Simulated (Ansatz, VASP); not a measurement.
**Two plane-wave programs on Cu**

```
Cu
1.0
     0.00000    2.10235    4.49686
     1.25811    0.00000    4.49686
     1.25811    2.10235    0.00000
Cu
2
Direct
  0.86767 0.86767 0.13233
  0.13233 0.13233 0.86767
```

Alike in both runs: functional PBEsol; k mesh 26 × 26 × 26; occupations gaussian, width 0.1 eV; no spin polarisation.

Ansatz relaxed the structure, and its values are those at the end. VASP's run is a single point on that final structure, the one shown.

|  | VASP | Ansatz |
| --- | --- | --- |
| version | VASP 6.6.1 | Ansatz 0.2.0 |
| potentials or method | VASP PAW PBE potentials, release 64 (Cu) | scalar-relativistic, plane waves, PAW |
| plane-wave cutoff (eV) | 520 | 420 |
| valence electrons in the cell | 22 | 38 |

VASP gave:

```
gap on the k mesh at the Fermi level (eV) : none
pressure (GPa)                            : 0.7
```

Question: Which values does Ansatz return?

Answer: gap on the k mesh at the Fermi level (eV): none; pressure (GPa): 0.0.

A gap of «none» marks a metal or a gap that the smearing closes. The two sets of potentials don't hold the same shells in valence.

Caveats: the PAW data sets were made with another functional, which shifts forces and pressure a little (VASP).
